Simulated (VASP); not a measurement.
Wanted: the native input for a VASP 6.6.1 run.

| Item | Value |
| --- | --- |
| Task | band structure |
| Functional | LAK |
| Potentials or basis | VASP PAW PBE potentials, release 64 (Mo_sv, Se) |
| Cutoff | 520 eV |
| k mesh | 9 × 9 × 2 |
| Occupations | fermi-dirac, width 0.05 eV |
| Spin | no spin polarisation |
| Further INCAR settings | ALGO = Normal; EDIFF = 1e-06; NBANDS = 35 |

The structure of MoSe2 lies in POSCAR:

```
MoSe2
1.0
    3.2880000000      0.0000000000      0.0000000000
   -1.6440000000      2.8474915276      0.0000000000
    0.0000000000      0.0000000000     12.9000000000
Mo Se
2 4
Direct
    0.6666666667      0.3333333333      0.7500000000
    0.3333333333      0.6666666667      0.2500000000
    0.6666666667      0.3333333333      0.3750000000
    0.3333333333      0.6666666667      0.8750000000
    0.6666666667      0.3333333333      0.1250000000
    0.3333333333      0.6666666667      0.6250000000
```

The input as run:

INCAR

```
SYSTEM = MoSe2
PREC = Accurate ; ENCUT = 520
EDIFF = 1E-6 ; ISMEAR = -1
SIGMA = 0.05 ; LREAL = .FALSE.
LASPH = .TRUE. ; NELM = 80
ALGO = Normal ; ISIF = 2
LWAVE = .FALSE. ; LCHARG = .FALSE.
LMAXMIX = 4 ; METAGGA = LAK
LMIXTAU = .TRUE. ; NBANDS = 35
```

KPOINTS

```
regular mesh
0
G
  9 9 2
  0 0 0
```

KPOINTS_OPT

```
path GMKGALHA,LM,KH
15
line-mode
reciprocal
 0.0000000000  0.0000000000  0.0000000000  G
 0.5000000000  0.0000000000  0.0000000000  M

 0.5000000000  0.0000000000  0.0000000000  M
 0.3333333333  0.3333333333  0.0000000000  K

 0.3333333333  0.3333333333  0.0000000000  K
 0.0000000000  0.0000000000  0.0000000000  G

 0.0000000000  0.0000000000  0.0000000000  G
 0.0000000000  0.0000000000  0.5000000000  A

 0.0000000000  0.0000000000  0.5000000000  A
 0.5000000000  0.0000000000  0.5000000000  L

 0.5000000000  0.0000000000  0.5000000000  L
 0.3333333333  0.3333333333  0.5000000000  H

 0.3333333333  0.3333333333  0.5000000000  H
 0.0000000000  0.0000000000  0.5000000000  A

 0.5000000000  0.0000000000  0.5000000000  L
 0.5000000000  0.0000000000  0.0000000000  M

 0.3333333333  0.3333333333  0.0000000000  K
 0.3333333333  0.3333333333  0.5000000000  H
```

Potentials or basis: VASP PAW PBE potentials, release 64 (Mo_sv, Se).

The run is started by

```console
$ cat potpaw_PBE.64/Mo_sv/POTCAR potpaw_PBE.64/Se/POTCAR > POTCAR
$ mpirun -np 1 vasp_std > vasp.out
```

It gave:

* Pressure: 11.0 GPa
* Largest force: 1.209 eV/Å
* Band gap on the k mesh: 1.02 eV, indirect (least direct gap 1.53 eV)
* Band gap along the path: 1.02 eV, indirect (least direct gap 1.53 eV)

Caveat: the PAW data sets were made with another functional, which shifts forces and pressure a little; the cell's inner coordinates are idealised or old, which leaves forces on the atoms.

It took 8.7 min on 1 thread of Intel(R) Xeon(R) 6975P-C (Granite Rapids), with other jobs on the host, peak memory 0.31 GiB.
